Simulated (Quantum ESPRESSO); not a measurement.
Input of a Quantum ESPRESSO 7.5 run:

File run.py:

```python
import numpy as np
from ase.calculators.espresso import Espresso, EspressoProfile
import spglib
from ase import Atoms
from ase.io import read

atoms = read('InP.cif')
cell, pos, num = spglib.standardize_cell((atoms.cell[:], atoms.get_scaled_positions(), atoms.numbers), to_primitive=True, symprec=1e-4)
atoms = Atoms(numbers=num, cell=cell, scaled_positions=pos, pbc=True)

input_data = {
    'control': {'calculation': 'scf', 'prefix': 'pwscf', 'outdir': './tmp', 'tprnfor': True, 'tstress': True, 'disk_io': 'low'},
    'system': {'ecutwfc': 70.0, 'nbnd': 15, 'input_dft': 'pbesol', 'occupations': 'smearing', 'smearing': 'fd', 'degauss': 0.00367493, 'vdw_corr': 'grimme-d3', 'dftd3_version': 4},
    'electrons': {'conv_thr': 4e-10, 'electron_maxstep': 120, 'mixing_beta': 0.5},
}
pseudopotentials = {'P': 'P.upf', 'In': 'In.upf'}
profile = EspressoProfile(command='pw.x', pseudo_dir='pseudo')
dft = Espresso(profile=profile, input_data=input_data, pseudopotentials=pseudopotentials, kpts=(8, 8, 8), koffset=(0, 0, 0))
atoms.calc = dft

from ase.optimize import FIRE
from ase.filters import FrechetCellFilter
done = FIRE(FrechetCellFilter(atoms), trajectory='opt.traj').run(fmax=0.02, steps=30)
print('converged', done)
print('cell (A)', np.round(atoms.cell.cellpar(), 5))
print(f'energy {atoms.get_potential_energy():.8f} eV')
print('forces (eV/A)')
print(np.round(atoms.get_forces(), 6))
print('stress (eV/A^3, Voigt)')
print(np.round(atoms.get_stress(), 8))
print(f'Fermi level {dft.get_fermi_level():.4f} eV')
```

File InP.cif:

```cif
data_InP
_cell_length_a 5.86100000
_cell_length_b 5.86100000
_cell_length_c 5.86100000
_cell_angle_alpha 90.00000000
_cell_angle_beta 90.00000000
_cell_angle_gamma 90.00000000
_space_group_name_H-M_alt 'F-43m'
_space_group_name_Hall 'F -4 2 3'
_space_group_IT_number 216
loop_
_space_group_symop_operation_xyz
'x,y,z'
'y,-x,-z'
'-x,-y,z'
'-y,x,-z'
'x,-y,-z'
'y,x,z'
'-x,y,-z'
'-y,-x,z'
'z,x,y'
'-z,y,-x'
'z,-x,-y'
'-z,-y,x'
'-z,x,-y'
'z,y,x'
'-z,-x,y'
'z,-y,-x'
'y,z,x'
'-x,-z,y'
'-y,z,-x'
'x,-z,-y'
'-y,-z,x'
'x,z,y'
'y,-z,-x'
'-x,z,-y'
'x,y+1/2,z+1/2'
'y,-x+1/2,-z+1/2'
'-x,-y+1/2,z+1/2'
'-y,x+1/2,-z+1/2'
'x,-y+1/2,-z+1/2'
'y,x+1/2,z+1/2'
'-x,y+1/2,-z+1/2'
'-y,-x+1/2,z+1/2'
'z,x+1/2,y+1/2'
'-z,y+1/2,-x+1/2'
'z,-x+1/2,-y+1/2'
'-z,-y+1/2,x+1/2'
'-z,x+1/2,-y+1/2'
'z,y+1/2,x+1/2'
'-z,-x+1/2,y+1/2'
'z,-y+1/2,-x+1/2'
'y,z+1/2,x+1/2'
'-x,-z+1/2,y+1/2'
'-y,z+1/2,-x+1/2'
'x,-z+1/2,-y+1/2'
'-y,-z+1/2,x+1/2'
'x,z+1/2,y+1/2'
'y,-z+1/2,-x+1/2'
'-x,z+1/2,-y+1/2'
'x+1/2,y,z+1/2'
'y+1/2,-x,-z+1/2'
'-x+1/2,-y,z+1/2'
'-y+1/2,x,-z+1/2'
'x+1/2,-y,-z+1/2'
'y+1/2,x,z+1/2'
'-x+1/2,y,-z+1/2'
'-y+1/2,-x,z+1/2'
'z+1/2,x,y+1/2'
'-z+1/2,y,-x+1/2'
'z+1/2,-x,-y+1/2'
'-z+1/2,-y,x+1/2'
'-z+1/2,x,-y+1/2'
'z+1/2,y,x+1/2'
'-z+1/2,-x,y+1/2'
'z+1/2,-y,-x+1/2'
'y+1/2,z,x+1/2'
'-x+1/2,-z,y+1/2'
'-y+1/2,z,-x+1/2'
'x+1/2,-z,-y+1/2'
'-y+1/2,-z,x+1/2'
'x+1/2,z,y+1/2'
'y+1/2,-z,-x+1/2'
'-x+1/2,z,-y+1/2'
'x+1/2,y+1/2,z'
'y+1/2,-x+1/2,-z'
'-x+1/2,-y+1/2,z'
'-y+1/2,x+1/2,-z'
'x+1/2,-y+1/2,-z'
'y+1/2,x+1/2,z'
'-x+1/2,y+1/2,-z'
'-y+1/2,-x+1/2,z'
'z+1/2,x+1/2,y'
'-z+1/2,y+1/2,-x'
'z+1/2,-x+1/2,-y'
'-z+1/2,-y+1/2,x'
'-z+1/2,x+1/2,-y'
'z+1/2,y+1/2,x'
'-z+1/2,-x+1/2,y'
'z+1/2,-y+1/2,-x'
'y+1/2,z+1/2,x'
'-x+1/2,-z+1/2,y'
'-y+1/2,z+1/2,-x'
'x+1/2,-z+1/2,-y'
'-y+1/2,-z+1/2,x'
'x+1/2,z+1/2,y'
'y+1/2,-z+1/2,-x'
'-x+1/2,z+1/2,-y'
loop_
_atom_site_label
_atom_site_type_symbol
_atom_site_symmetry_multiplicity
_atom_site_Wyckoff_symbol
_atom_site_fract_x
_atom_site_fract_y
_atom_site_fract_z
_atom_site_occupancy
In1 In 4 a 0.0000000000 0.0000000000 0.0000000000 1
P1 P 4 c 0.2500000000 0.2500000000 0.2500000000 1
```

Potentials or basis: PseudoDojo 0.4.1 SR PBE standard.

Command:

```sh
$ OMP_NUM_THREADS=1 python run.py
```

Question: Predict the space group after relaxing (to 0.05 Å).

Answer: F-43m (No. 216).

Question: What does it give for the relaxed volume?

Answer: 24.92 Å³/atom.

Question: Predict the relaxed cell.

Answer: a = 4.131 Å, b = 4.131 Å, c = 4.131 Å, α = 60.00°, β = 60.00°, γ = 60.00°.

Question: Estimate the band gap on the k mesh.

Answer: 0.65 eV, direct.

Step by step:
| step | energy change (eV) | largest force (eV/Å) | pressure (GPa) | volume (Å³) |
| --- | --- | --- | --- | --- |
| 1 | 0.0000 | 0.0000 | -0.79 | 50.33 |
| 2 | -0.0004 | 0.0000 | -0.66 | 50.24 |
| 3 | -0.0010 | 0.0000 | -0.43 | 50.07 |
| 4 | -0.0014 | 0.0000 | -0.12 | 49.85 |

Caveat: the potentials were made for another functional, which shifts forces and pressure; spin-orbit coupling is left out, which moves the levels of the heavy elements. Expect the measured gap to be larger: semilocal functionals such as PBEsol lack the derivative discontinuity.
